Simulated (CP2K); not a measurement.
# HgTe (Coloradoite) under changes of volume

One of the cells (33.215 Å³/atom); the others are scaled copies at fixed shape and fractional positions:

```
Hg Te
1.0
     4.54599    0.00000    0.00000
     2.27299    3.93694    0.00000
     2.27299    1.31231    3.71178
Hg Te
1 1
Direct
  0.00000 0.00000 0.00000
  0.75000 0.75000 0.75000
```

| Property | Result |
| --- | --- |
| Program | CP2K 2026.2 |
| Functional | r2SCAN |
| Potentials or basis | POTENTIAL_UZH Hg GTH-SCAN-q12, Te GTH-SCAN-q6; TZVP-MOLOPT-SCAN-GTH basis |
| Density cutoff | 9184 eV |
| k mesh | 7 × 7 × 7 |
| Occupations | fermi-dirac, width 0.05 eV |
| Spin | no spin polarisation |

```tsv
volume (Å³/atom)	energy over the lowest point (meV/atom)	pressure (GPa)
31.223	76.23	6.8
31.887	?	?
32.551	31.49	4.1
33.215	17.14	2.9
33.880	7.36	1.8
34.544	1.70	0.9
35.208	0.00	0.1
```

**Question.** What does the run at 31.887 Å³/atom give?

**Answer.** Energy over the lowest point 50.98 meV/atom; pressure 5.4 GPa.

Worked out: A Birch-Murnaghan fit of order 3 (a polynomial in V^(-2/3)) to the other rows has its minimum at 35.21 Å³/atom with B0 = V·E''(V) = 44 GPa and B' = 4.2. It gives 51.04 meV/atom at 31.887 Å³/atom, against the run's 50.98, and -dE/dV = 5.4 GPa, against 5.4.

Energies are extrapolated to zero smearing.

Caveats: the basis of atomic orbitals isn't converged, which shifts pressures, moduli and gaps.
